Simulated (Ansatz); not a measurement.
## SiC: computed properties

Theory: DFT PBE, scalar-relativistic, plane waves, PAW in Ansatz 0.2.0.

Plane waves to 420 eV, a k mesh through Γ of 12×12×12 on the computed 2-atom cell and Gaussian smearing (0.02 eV); no spin polarisation.

The structure is relaxed at this level of theory with its symmetry kept, and needn't be the ground state of this composition.

```cif
data_structure
_symmetry_space_group_name_H-M 'P 1'
_symmetry_Int_Tables_number 1
_cell_length_a 4.0530
_cell_length_b 4.0530
_cell_length_c 4.0530
_cell_angle_alpha 44.944
_cell_angle_beta 44.944
_cell_angle_gamma 44.944
_cell_volume 30.24
loop_
_atom_site_label
_atom_site_type_symbol
_atom_site_fract_x
_atom_site_fract_y
_atom_site_fract_z
_atom_site_occupancy
Si1 Si 0.16535 0.16535 0.16535 1
C1 C 0.83471 0.83471 0.83471 1
```

Q: Formation energy from the elements' standard states (uncorrected)?

A: +0.289 eV/atom.

Q: Kohn–Sham band gap?

A: 1.76 eV.

Q: Orbital (Löwdin) character of the top 1 eV of the valence band?

A: C 2p 81 %, Si 3p 16 %.

Q: Orbital (Löwdin) character of the lowest 1 eV of the conduction band?

A: Si 3p 76 %, C 2p 14 %, unprojected 8 %.

Q: Bader charge by site (e)?

A: Si (1 in the cell) 2.67, C (1 in the cell) -2.67.

The cell holds layers, chains or molecules and no dispersion correction was added, so their binding is poorly described.

Another cell of SiC relaxed alike, in F-43m, lies 0.49 eV/atom lower, so this cell isn't the stable form at this level.

The cell was found from a structure generator's guess, not taken from experiment. Kohn–Sham gaps at this level usually fall short of measured ones. Löwdin shares on free-atom orbitals overweight diffuse shells in the empty bands.
